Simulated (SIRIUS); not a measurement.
Input of a SIRIUS 7.10.0 run:

Contents of sirius.json:

```json
{
  "control": {
    "processing_unit": "cpu",
    "verbosity": 2,
    "num_bands_to_print": 20,
    "print_forces": true,
    "print_stress": true
  },
  "parameters": {
    "electronic_structure_method": "pseudopotential",
    "xc_functionals": ["XC_GGA_X_PBE", "XC_GGA_C_PBE"],
    "gk_cutoff": 9.9,
    "pw_cutoff": 19.8,
    "ngridk": [10, 10, 10],
    "shiftk": [0, 0, 0],
    "smearing": "fermi_dirac",
    "smearing_width": 0.0018374661,
    "num_bands": 20,
    "num_mag_dims": 1,
    "num_dft_iter": 100,
    "energy_tol": 1e-08,
    "density_tol": 1e-06
  },
  "iterative_solver": {
    "type": "davidson",
    "min_tolerance": 1e-09,
    "tolerance_scale": [0.1, 0.25]
  },
  "mixer": {
    "type": "anderson",
    "beta": 0.5,
    "max_history": 8
  },
  "settings": {
    "tol_ne": 1e-10,
    "pseudo_grid_cutoff": 6.5,
    "smooth_initial_mag": true
  },
  "unit_cell": {
    "lattice_vectors": [
      [0.0, 4.23417704662, 4.23417704662],
      [4.23417704662, 0.0, 4.23417704662],
      [4.23417704662, 4.23417704662, 0.0]
    ],
    "atom_coordinate_units": "lattice",
    "atom_types": ["Ni", "O"],
    "atom_files": {
      "O": "O.json",
      "Ni": "Ni.json"
    },
    "atoms": {
      "Ni": [
        [0.0, 0.0, 0.0, 0.0, 0.0, 1.0]
      ],
      "O": [
        [0.75, 0.75, 0.75, 0.0, 0.0, 0.0]
      ]
    }
  }
}
```

Potentials or basis: PseudoDojo 0.4.1 PBE standard (scalar relativistic).

The run is started by

```sh
$ upf_to_json O.upf
$ upf_to_json Ni.upf
$ OMP_NUM_THREADS=1 sirius.scf --input=sirius.json --output=out.json --task=0
```

**Question.** What does it give for the band gap on the k mesh?

**Answer.** None (metal or under the smearing width).

**Question.** Estimate the absolute moment.

**Answer.** 2.00 μB per cell.

**Question.** What does it give for the net moment?

**Answer.** 1.97 μB per cell.

Caveat: a cell with one magnetic atom can't hold antiferromagnetic order, which such compounds often take; semilocal functionals often make such compounds metallic where correlation or magnetic order opens a gap, which also shifts bond lengths. With open d or f shells a metallic result of PBE can be an artefact of self-interaction; +U or a hybrid may open a gap.
